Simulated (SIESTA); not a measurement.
HfO2 in SIESTA: the effect of functional

Crystal: HfO2.

```
Hf O
1.0
     3.55802    0.00000    0.00000
     0.00000    3.55802    0.00000
     0.00000    0.00000    5.17186
Hf O
2 4
Cartesian
  0.0000 0.0000 0.0000
  1.7790 1.7790 2.5859
  0.0000 1.7790 1.0199
  1.7790 0.0000 1.5660
  1.7790 0.0000 4.1519
  0.0000 1.7790 3.6059
```

Measurements of this composition are mostly on another form, of space group No. 14.

Alike in all runs:

```yaml
Program: SIESTA 5.4.2
Task: band structure
Basis: DZP (energy shift 0.003 Ry; two zetas on semicore shells)
Grid_cutoff: 800 Ry
Energy_shift: 0.003 Ry
k_mesh: 8 × 8 × 5
Occupations: fermi-dirac, width 0.05 eV
Spin: no spin polarisation
```

Q: One run gave: gap on the mesh 4.44 eV; pressure -3.4 GPa; largest force 0.16 eV/Å. Which functional did it use?
A. vdW-DF-cx
B. BLYP
C. AM05
D. LDA
E. PBEsol

A: D.

```tsv
functional	potentials or basis	gap on the mesh (eV)	pressure (GPa)	largest force (eV/Å)
PBEsol	PseudoDojo 0.4 standard (PBEsol files)	4.51	4.1	0.24
AM05	PseudoDojo 0.4 standard (PBEsol files)	4.51	4.5	0.22
BLYP	PseudoDojo 0.4 standard (PBE files)	4.58	19.9	0.31
vdW-DF-cx	PseudoDojo 0.4 standard (PBE files)	4.56	6.7	0.28
LDA	PseudoDojo 0.4 standard (LDA files)	4.44	-3.4	0.16
```

Caveats: short orbitals over semicore shells can move pressures by several GPa; spin-orbit coupling is left out, which moves the levels of the heavy elements; the basis of atomic orbitals isn't converged, which shifts pressures, moduli and gaps; the potentials were made for another functional, which shifts forces and pressure (some runs).

A k mesh can miss the band edges.

Not every run made on this cell is shown here.
